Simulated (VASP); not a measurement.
# C62N (a cell with a defect) in VASP: settings compared

Aim: see how the results for C62N (a cell with a defect) move with the level of theory and the settings. Levels: PBE, HSE06. Tasks: hyperfine couplings.

Program: VASP 6.6.1. These are calculated values, not measurements. Logs are shortened: lines on timing, memory, paths and dates and some standing lists are left out, and cuts for length are marked.

## (1) The crystal as given

The cell holds a defect, 63 atoms: a = 7.143 Å, b = 7.143 Å, c = 7.143 Å, α = 90.00°, β = 90.00°, γ = 90.00°.

The cell was built by a generator and needn't be a form met in nature.

## (2) Hyperfine couplings, PBE, collinear spin, ferromagnetic start

The input, INCAR:

```
ALGO = Normal
EDIFF = 1E-7
ENCUT = 420
GGA = PE
ISIF = 2
ISMEAR = 0
ISPIN = 2
ISYM = 0
LASPH = T
LCHARG = F
LDMATRIX = T
LEFG = T
LHYPERFINE = T
LORBIT = 11
LREAL = F
LWAVE = F
MAGMOM = 0 0 0 0 0 0 0 0 0 0 0 0 0 0 0 0 0 0 0 0 0 0 0 0 0 0 0.66 0 0 0 0 0 0 0 0 0 0 0 0 0 0 0 0 0 0.66 0 0 0 0 0 0 0 0 0 0.66 0 0 0 0 0 0 0 0
NCORE = 4
NELECT = 254
NELM = 60
NGYROMAG = 3.0777 10.7084
NUPDOWN = 2
PREC = Accurate
QUAD_EFG = 20.44 0
SIGMA = 0.01
```

The input, KPOINTS:

```
k-points
0
Gamma
  1 1 1
```

The input, POSCAR:

```
C62N                                    
1.0
    7.1431000000      0.0000000000      0.0000000000
    0.0000000000      7.1431000000      0.0000000000
    0.0000000000      0.0000000000      7.1431000000
  N               C             
     1    62
Direct
     0.1376021586044481    0.1376020555259547    0.1376021376966326
     0.0060386473555203    0.2497949510309444    0.2497949411533653
     0.1252790363746114    0.3765345368501890    0.3765345515435046
     0.2497948888962460    0.0060386437477320    0.2497948999779844
     0.3765345532857476    0.1252789910426925    0.3765345475096549
     0.2497949284624389    0.2497949474410664    0.0060386548100343
     0.3765345562374537    0.3765345371292251    0.1252790273155006
     0.9998849134186774    0.9998849415698062    0.4999747410935265
     0.1242808784936850    0.1242808292221089    0.6261372323439675
     0.9983697791476382    0.2474698967015039    0.7519825629217418
     0.1235726302231309    0.3727933023212638    0.8773634042863796
     0.2474698830228435    0.9983697873452252    0.7519825525985008
     0.3727933324062883    0.1235725775098015    0.8773633770423989
     0.2500131814881195    0.2500131490357249    0.5013924767256136
     0.3746629275813720    0.3746628775722129    0.6258347624388031
     0.9998849345989252    0.4999747110561973    0.9998849411573203
     0.1242808855067589    0.6261372425070828    0.1242808682257535
     0.9983697368886517    0.7519825400907223    0.2474698471577959
     0.1235725899773481    0.8773633791716142    0.3727933045248982
     0.2500131663314607    0.5013924556344215    0.2500131554377888
     0.3746628852612442    0.6258347374220642    0.3746628785249134
     0.2474698275382105    0.7519825648021699    0.9983698807627504
     0.3727933183283110    0.8773633760397217    0.1235725731320256
     0.9999781652503845    0.4999017706973464    0.4999017674473095
     0.1239475856321037    0.6235880452852927    0.6235880536287618
     0.0012609831933496    0.7503511287347310    0.7503511200759180
     0.1328096652782650    0.8642752864707521    0.8642752279411847
     0.2495916816586344    0.4989246441750071    0.7509346458593347
     0.3754951420127425    0.6240895302894910    0.8754068117922692
     0.2495916618472436    0.7509346540104492    0.4989246302373829
     0.3754951082279886    0.8754068285739874    0.6240895166445585
     0.4999747479050800    0.9998849350024579    0.9998849185263922
     0.6261372197141013    0.1242808217074469    0.1242808587483792
     0.5013924865615689    0.2500131571757871    0.2500131809641852
     0.6258347521878744    0.3746628736381400    0.3746629156583738
     0.7519825510197500    0.9983697943363593    0.2474698849798616
     0.8773633791576182    0.1235725772205963    0.3727933195920042
     0.7519825655433816    0.2474698979159563    0.9983697730734321
     0.8773633979819750    0.3727933019819122    0.1235726199418386
     0.4999017598671108    0.9999781296978231    0.4999017566310032
     0.6235880682354226    0.1239475968872060    0.6235880699962981
     0.4989246534909338    0.2495916858578058    0.7509346572071138
     0.6240895711592688    0.3754951593889026    0.8754068487455668
     0.7503511270671732    0.0012609899832494    0.7503511174323937
     0.8642752515346070    0.1328097102947715    0.8642752627210776
     0.7509346606985722    0.2495916886817243    0.4989246520248690
     0.8754068421124519    0.3754951550594985    0.6240895692758260
     0.4999017708765097    0.4999017742813720    0.9999781512897644
     0.6235880590131601    0.6235880449620549    0.1239475937809593
     0.4989246228293668    0.7509346551630748    0.2495916608336532
     0.6240895183310594    0.8754068293770061    0.3754951128220771
     0.7509346540600120    0.4989246365689620    0.2495916870525071
     0.8754068065338269    0.6240895317639077    0.3754951409925968
     0.7503511245440299    0.7503511311925335    0.0012609898368538
     0.8642752336915830    0.8642752845696051    0.1328096714453292
     0.5000739651721514    0.5000739781660616    0.5000739668819254
     0.6250492600812746    0.6250492814189513    0.6250492593067037
     0.5000870295039211    0.7501054419208039    0.7501054207927496
     0.6254002961210096    0.8751800790140829    0.8751800061925712
     0.7501054949673341    0.5000870569961542    0.7501054832460456
     0.8751800558280227    0.6254003680184894    0.8751800451092731
     0.7501054378170625    0.7501054434469314    0.5000870261120841
     0.8751800038629427    0.8751800693038699    0.6254002867787168
```

Potentials or basis: VASP PAW PBE potentials, release 64 (N, C).

Started as:

```sh
$ cat potpaw_PBE.64/N/POTCAR potpaw_PBE.64/C/POTCAR > POTCAR
$ mpirun -np 8 vasp_std > vasp.out
```

OUTCAR:

```text
EDIFF = 1E-7
   ENCUT = 420
   GGA = PE
   ISIF = 2
   ISMEAR = 0
   ISPIN = 2
   ISYM = 0
   LASPH = T
   LORBIT = 11
   LREAL = F
   NELECT = 254
   NELM = 60
   NUPDOWN = 2
   PREC = Accurate

 ion  position               nearest neighbor table
   1  0.138  0.138  0.138-   4 1.47   6 1.47   2 1.47
   2  0.006  0.250  0.250-   1 1.47   3 1.54  39 1.56  37 1.56
   3  0.125  0.377  0.377-  24 1.53   2 1.54  20 1.55  14 1.55
   4  0.250  0.006  0.250-   1 1.47   5 1.54  19 1.56  23 1.56
   5  0.377  0.125  0.377-  40 1.53   4 1.54  14 1.55  34 1.55
   6  0.250  0.250  0.006-   1 1.47   7 1.54  11 1.56  13 1.56
   7  0.377  0.377  0.125-  48 1.53   6 1.54  20 1.55  34 1.55
[... 42 lines left out ...]
  50  0.499  0.751  0.250-  21 1.54  51 1.55  49 1.56  23 1.56
  51  0.624  0.875  0.375-  40 1.54  50 1.55  62 1.55  36 1.56
  52  0.751  0.499  0.250-  35 1.54  53 1.55  49 1.56  39 1.56
  53  0.875  0.624  0.375-  24 1.54  52 1.55  62 1.55  18 1.56
  54  0.750  0.750  0.001-  55 1.49  61 1.55  59 1.55  49 1.55
  55  0.864  0.864  0.133-  54 1.49  36 1.49  18 1.49
  56  0.500  0.500  0.500-  57 1.55  21 1.55  15 1.55  35 1.55
  57  0.625  0.625  0.625-  56 1.55  58 1.55  62 1.55  60 1.55
  58  0.500  0.750  0.750-  57 1.55  59 1.55  29 1.55  31 1.55
  59  0.625  0.875  0.875-  32 1.55  58 1.55  44 1.55  54 1.55
  60  0.750  0.500  0.750-  57 1.55  61 1.55  47 1.55  43 1.55
  61  0.875  0.625  0.875-  16 1.55  60 1.55  26 1.55  54 1.55
  62  0.750  0.750  0.500-  57 1.55  63 1.55  53 1.55  51 1.55
  63  0.875  0.875  0.625-   8 1.55  62 1.55  44 1.55  26 1.55

IMPORTANT INFORMATION: All symmetrisations will be switched off!
NOSYMM: (Re-)initialisation of all symmetry stuff for point group C_1.

----------------------------------------------------------------------------------------

                                     Primitive cell

  volume of cell :     364.4687

  direct lattice vectors                    reciprocal lattice vectors
     7.143100000  0.000000000  0.000000000     0.139995240  0.000000000  0.000000000
     0.000000000  7.143100000  0.000000000     0.000000000  0.139995240  0.000000000
     0.000000000  0.000000000  7.143100000     0.000000000  0.000000000  0.139995240

  length of vectors
     7.143100000  7.143100000  7.143100000     0.139995240  0.139995240  0.139995240

  position of ions in fractional coordinates (direct lattice)
     0.137602159  0.137602056  0.137602138
     0.006038647  0.249794951  0.249794941
     0.125279036  0.376534537  0.376534552
     0.249794889  0.006038644  0.249794900
     0.376534553  0.125278991  0.376534548
     0.249794928  0.249794947  0.006038655
[... 55 lines left out ...]
     0.750105438  0.750105443  0.500087026
     0.875180004  0.875180069  0.625400287

  ion indices of the primitive-cell ions
   primitive index   ion index
                 1           1
                 2           2
                 3           3
                 4           4
                 5           5
                 6           6
[... 561 lines left out ...]
   4      -0.747     1.495    -0.747    -9.121     8.391    -9.121
   5       0.574    -1.148     0.574    -1.416    -2.473    -1.416
   6      -0.747    -0.747     1.495     8.391    -9.121    -9.121
[... 55 lines left out ...]
  62       0.202     0.202    -0.405    -0.476    -0.751    -0.751
  63       0.222     0.222    -0.444     1.519     0.702     0.702
---------------------------------------------------------------------

 Electric field gradients after diagonalization (V/A^2)
 (convention: |V_zz| > |V_xx| > |V_yy|)
----------------------------------------------------------------------
 ion       V_xx      V_yy      V_zz     asymmetry (V_yy - V_xx)/ V_zz
----------------------------------------------------------------------
   1      73.077    73.076  -146.153       0.000
   2      -9.138    -8.691    17.829       0.025
   3       3.047     0.513    -3.560       0.712
   4      -9.138    -8.691    17.829       0.025
   5       3.047     0.513    -3.560       0.712
[... 12 lines left out ...]
 ion       Cq(MHz)       eta       Q (mb)
----------------------------------------------------------------------
   1      -7.223       0.000      20.440
   2       0.000       0.025       0.000
   3       0.000       0.712       0.000
   4       0.000       0.025       0.000
   5       0.000       0.712       0.000
   6       0.000       0.025       0.000
[... 55 lines left out ...]
  62       0.000       0.034       0.000
  63       0.000       0.221       0.000
----------------------------------------------------------------------

 Fermi contact (isotropic) hyperfine coupling parameter (MHz)
 -------------------------------------------------------------
  ion      A_pw      A_1PS     A_1AE     A_1c      A_tot
 -------------------------------------------------------------
   1       0.143     0.141    -2.097    -0.338    -2.095
   2       0.002     0.002    -0.488    -0.033    -0.488
   3       0.241     0.242     0.329    -0.489     0.328
   4       0.002     0.002    -0.488    -0.033    -0.488
   5       0.241     0.242     0.329    -0.489     0.328
   6       0.002     0.002    -0.488    -0.033    -0.488
[... 55 lines left out ...]
  62      -0.129    -0.131    -2.484     0.133    -2.482
  63       0.646     0.651     4.346    -1.109     4.342
 -------------------------------------------------------------

 Dipolar hyperfine coupling parameters (MHz)
 ---------------------------------------------------------------------
  ion      A_xx      A_yy      A_zz      A_xy      A_xz      A_yz
 ---------------------------------------------------------------------
   1       0.000    -0.000     0.000    -0.024    -0.024    -0.024
   2      -0.613     0.307     0.307     0.063     0.063     0.621
   3       0.074    -0.037    -0.037    -0.413    -0.413     0.292
   4       0.307    -0.613     0.307     0.063     0.621     0.063
   5      -0.037     0.074    -0.037    -0.413     0.292    -0.413
   6       0.307     0.307    -0.613     0.621     0.063     0.063
[... 55 lines left out ...]
  62      -0.215    -0.215     0.431     0.072    -0.080    -0.080
  63      -0.161    -0.161     0.322    -1.144     0.614     0.614
 ---------------------------------------------------------------------

 Total hyperfine coupling parameters after diagonalization (MHz)
 (convention: |A_zz| > |A_xx| > |A_yy|)
 ----------------------------------------------------------------------
  ion      A_xx      A_yy      A_zz     asymmetry (A_yy - A_xx)/ A_zz
 ----------------------------------------------------------------------
   1      -2.071    -2.071    -2.144      -0.000
   2      -0.802     0.445    -1.106      -1.128
   3      -0.098    -0.001     1.084       0.090
   4      -0.802     0.445    -1.106      -1.128
   5      -0.098    -0.001     1.084       0.090
   6      -0.802     0.445    -1.106      -1.128
[... 55 lines left out ...]
  62      -2.646    -2.029    -2.769      -0.223
  63       5.040     2.661     5.324      -0.447
 ---------------------------------------------------------------------

 Spin-spin contribution to zero-field splitting tensor (MHz)
 ---------------------------------------------------------------
      D_xx      D_yy      D_zz      D_xy      D_xz      D_yz
 ---------------------------------------------------------------
     -0.001    -0.000     0.001   991.303   991.301   991.300
 ---------------------------------------------------------------

 after diagonalization
 ---------------------------------------------
     D_diag          eigenvector (x,y,z)
 ---------------------------------------------
   -991.299      -0.250    -0.548     0.798
   -991.304      -0.777     0.605     0.172
   1982.603      -0.577    -0.577    -0.577
---------------------------------------------

 total charge

# of ion       s       p       d       tot
------------------------------------------
    1        1.211   2.686   0.000   3.897
    2        0.821   1.726   0.000   2.548
    3        0.831   1.772   0.000   2.603
    4        0.821   1.726   0.000   2.548
    5        0.831   1.772   0.000   2.603
    6        0.821   1.726   0.000   2.548
[... 55 lines left out ...]
   62        0.826   1.760   0.000   2.585
   63        0.826   1.758   0.000   2.584
--------------------------------------------------
tot         52.510 111.753   0.000 164.263

 magnetization (x)

# of ion       s       p       d       tot
------------------------------------------
    1       -0.001   0.007   0.000   0.005
    2       -0.000   0.000   0.000  -0.000
    3        0.000   0.004   0.000   0.004
    4       -0.000   0.000   0.000  -0.000
    5        0.000   0.004   0.000   0.004
    6       -0.000   0.000   0.000  -0.000
[... 55 lines left out ...]
   62       -0.001  -0.002   0.000  -0.002
   63        0.001   0.010   0.000   0.011
--------------------------------------------------
tot          0.132   1.156   0.000   1.287
```

Run time: 94 s. Hardware: 8 MPI ranks of Intel Xeon Platinum 8375C at 2.90GHz (Ice Lake), shared host; peak memory 0.15 GiB.

What came out:

| Item | Value |
| --- | --- |
| Free energy | -550.2524 eV |
| Largest force | 0.008 eV/Å |
| Net moment | 2.00 μB per cell |
| Site moments | N +0.01; C -0.00, +0.00, +0.01, -0.01, +0.02, +0.33, +0.03 μB |
| Valence electrons inside the program's atomic spheres | N 3.90; C 2.55, 2.60, 2.59, 2.58, 2.61 |

Forces in eV/Å, atoms in the order of the input:
```
N    0.003  0.003  0.003
C    0.002  0.000  0.000
C    0.004  0.001  0.001
C    0.000  0.002  0.000
C    0.001  0.004  0.001
C    0.000  0.000  0.002
C    0.001  0.001  0.004
C    0.001  0.001  0.000
C   -0.001 -0.001  0.001
C    0.001 -0.005  0.003
C    0.001 -0.001  0.002
C   -0.005  0.001  0.003
C   -0.001  0.001  0.002
C   -0.004 -0.004  0.001
C   -0.003 -0.003  0.004
C    0.001  0.000  0.001
C   -0.001  0.001 -0.001
C    0.001  0.003 -0.005
C    0.001  0.002 -0.001
C   -0.004  0.001 -0.004
C   -0.003  0.004 -0.003
C   -0.005  0.003  0.001
C   -0.001  0.002  0.001
C   -0.001 -0.002 -0.002
C    0.008  0.002  0.002
C   -0.001  0.000  0.000
C   -0.006  0.002  0.002
C   -0.007  0.000  0.005
C   -0.001  0.000 -0.004
C   -0.007  0.005  0.000
C   -0.001 -0.004  0.000
C    0.000  0.001  0.001
C    0.001 -0.001 -0.001
C    0.001 -0.004 -0.004
C    0.004 -0.003 -0.003
C    0.003  0.001 -0.005
C    0.002  0.001 -0.001
C    0.003 -0.005  0.001
C    0.002 -0.001  0.001
C   -0.002 -0.001 -0.002
C    0.002  0.008  0.002
C    0.000 -0.007  0.005
C    0.000 -0.001 -0.004
C    0.000 -0.001  0.000
C    0.002 -0.006  0.002
C    0.005 -0.007  0.000
C   -0.004 -0.001  0.000
C   -0.002 -0.002 -0.001
C    0.002  0.002  0.008
C    0.000  0.005 -0.007
C    0.000 -0.004 -0.001
C    0.005  0.000 -0.007
C   -0.004  0.000 -0.001
C    0.000  0.000 -0.001
C    0.002  0.002 -0.006
C    0.000  0.000  0.000
C    0.002  0.002  0.002
C    0.000  0.004  0.004
C   -0.003 -0.001 -0.001
C    0.004  0.000  0.004
C   -0.001 -0.003 -0.001
C    0.004  0.004  0.000
C   -0.001 -0.001 -0.003
```

Electric field gradients, principal values (V/Å²):
| atom | Vxx | Vyy | Vzz |
| --- | --- | --- | --- |
| 1 N | 73.076 | 73.077 | -146.153 |
| 2 C | -8.691 | -9.138 | 17.829 |
| 3 C | 0.513 | 3.047 | -3.560 |
| 4 C | -8.691 | -9.138 | 17.829 |
| 5 C | 0.513 | 3.047 | -3.560 |
| 6 C | -8.691 | -9.138 | 17.829 |
| 7 C | 0.513 | 3.047 | -3.560 |
| 8 C | -0.026 | -0.643 | 0.669 |
| 9 C | -1.172 | -1.662 | 2.834 |
| 10 C | 2.631 | 7.371 | -10.002 |
| 11 C | -0.055 | -3.404 | 3.459 |
| 12 C | 2.631 | 7.371 | -10.002 |
| 13 C | -0.055 | -3.404 | 3.459 |
| 14 C | 0.003 | 1.004 | -1.008 |
| 15 C | -0.710 | -0.999 | 1.709 |
| 16 C | -0.026 | -0.643 | 0.669 |
| 17 C | -1.172 | -1.662 | 2.834 |
| 18 C | 2.631 | 7.371 | -10.002 |
| 19 C | -0.055 | -3.404 | 3.459 |
| 20 C | 0.003 | 1.004 | -1.008 |
| 21 C | -0.711 | -0.999 | 1.709 |
| 22 C | 2.631 | 7.371 | -10.002 |
| 23 C | -0.055 | -3.404 | 3.459 |
| 24 C | 0.374 | 1.536 | -1.910 |
| 25 C | -0.297 | -3.561 | 3.857 |
| 26 C | 3.466 | 7.217 | -10.683 |
| 27 C | 8.442 | 10.571 | -19.013 |
| 28 C | -0.432 | -1.237 | 1.669 |
| 29 C | 1.266 | 1.734 | -3.000 |
| 30 C | -0.432 | -1.237 | 1.669 |
| 31 C | 1.266 | 1.734 | -3.000 |
| 32 C | -0.026 | -0.643 | 0.669 |
| 33 C | -1.172 | -1.662 | 2.834 |
| 34 C | 0.003 | 1.004 | -1.008 |
| 35 C | -0.711 | -0.999 | 1.709 |
| 36 C | 2.631 | 7.371 | -10.002 |
| 37 C | -0.055 | -3.404 | 3.459 |
| 38 C | 2.631 | 7.371 | -10.002 |
| 39 C | -0.055 | -3.404 | 3.459 |
| 40 C | 0.374 | 1.536 | -1.910 |
| 41 C | -0.297 | -3.561 | 3.857 |
| 42 C | -0.432 | -1.237 | 1.669 |
| 43 C | 1.266 | 1.734 | -3.000 |
| 44 C | 3.466 | 7.217 | -10.683 |
| 45 C | 8.442 | 10.571 | -19.013 |
| 46 C | -0.432 | -1.237 | 1.669 |
| 47 C | 1.266 | 1.734 | -3.000 |
| 48 C | 0.374 | 1.536 | -1.910 |
| 49 C | -0.297 | -3.561 | 3.857 |
| 50 C | -0.432 | -1.237 | 1.669 |
| 51 C | 1.266 | 1.734 | -3.000 |
| 52 C | -0.432 | -1.237 | 1.669 |
| 53 C | 1.266 | 1.734 | -3.000 |
| 54 C | 3.466 | 7.217 | -10.683 |
| 55 C | 8.442 | 10.571 | -19.013 |
| 56 C | 0.581 | 0.581 | -1.162 |
| 57 C | -0.436 | -0.437 | 0.873 |
| 58 C | 0.678 | 0.725 | -1.403 |
| 59 C | -0.828 | -1.297 | 2.124 |
| 60 C | 0.678 | 0.725 | -1.403 |
| 61 C | -0.828 | -1.297 | 2.124 |
| 62 C | 0.678 | 0.725 | -1.403 |
| 63 C | -0.828 | -1.297 | 2.124 |

Hyperfine coupling, principal values (MHz):
```csv
atom,values
1 N,"-2.1, -2.1, -2.1"
2 C,"-0.8, 0.4, -1.1"
3 C,"-0.1, 0.0, 1.1"
4 C,"-0.8, 0.4, -1.1"
5 C,"-0.1, 0.0, 1.1"
6 C,"-0.8, 0.4, -1.1"
7 C,"-0.1, 0.0, 1.1"
8 C,"-2.4, -0.9, -2.5"
9 C,"0.9, 0.2, 2.2"
10 C,"-9.3, -5.6, -9.6"
11 C,"2.6, 2.1, 4.0"
12 C,"-9.3, -5.6, -9.6"
13 C,"2.6, 2.1, 4.0"
14 C,"-0.5, -0.3, -0.6"
15 C,"1.7, 1.4, 1.8"
16 C,"-2.4, -0.9, -2.5"
17 C,"0.9, 0.2, 2.2"
18 C,"-9.3, -5.6, -9.6"
19 C,"2.6, 2.1, 4.0"
20 C,"-0.5, -0.3, -0.6"
21 C,"1.7, 1.4, 1.8"
22 C,"-9.3, -5.6, -9.6"
23 C,"2.6, 2.1, 4.0"
24 C,"1.2, -0.9, -2.6"
25 C,"15.6, 15.4, 21.1"
26 C,"-10.1, -7.9, -10.2"
27 C,"100.0, 99.1, 179.6"
28 C,"-1.0, -0.4, -1.3"
29 C,"15.6, 14.9, 21.3"
30 C,"-1.0, -0.4, -1.3"
31 C,"15.6, 14.9, 21.3"
32 C,"-2.4, -0.9, -2.5"
33 C,"0.9, 0.2, 2.2"
34 C,"-0.5, -0.3, -0.6"
35 C,"1.7, 1.4, 1.8"
36 C,"-9.3, -5.6, -9.6"
37 C,"2.6, 2.1, 4.0"
38 C,"-9.3, -5.6, -9.6"
39 C,"2.6, 2.1, 4.0"
40 C,"1.2, -0.9, -2.6"
41 C,"15.6, 15.4, 21.1"
42 C,"-1.0, -0.4, -1.3"
43 C,"15.6, 14.9, 21.3"
44 C,"-10.1, -7.9, -10.2"
45 C,"100.0, 99.1, 179.6"
46 C,"-1.0, -0.4, -1.3"
47 C,"15.6, 14.9, 21.3"
48 C,"1.2, -0.9, -2.6"
49 C,"15.6, 15.4, 21.1"
50 C,"-1.0, -0.4, -1.3"
51 C,"15.6, 14.9, 21.3"
52 C,"-1.0, -0.4, -1.3"
53 C,"15.6, 14.9, 21.3"
54 C,"-10.1, -7.9, -10.2"
55 C,"100.0, 99.1, 179.6"
56 C,"0.1, 0.1, -0.3"
57 C,"-1.0, -1.0, -1.3"
58 C,"-2.6, -2.0, -2.8"
59 C,"5.0, 2.7, 5.3"
60 C,"-2.6, -2.0, -2.8"
61 C,"5.0, 2.7, 5.3"
62 C,"-2.6, -2.0, -2.8"
63 C,"5.0, 2.7, 5.3"
```

Caveat: the cell carries a net charge on a neutralising background, which shifts energy and pressure; the cell is charged against a uniform background, so pressure and absolute levels hang on convention; the total moment is fixed, so each spin has its own Fermi level.

(Continued in part 2 of 2.)
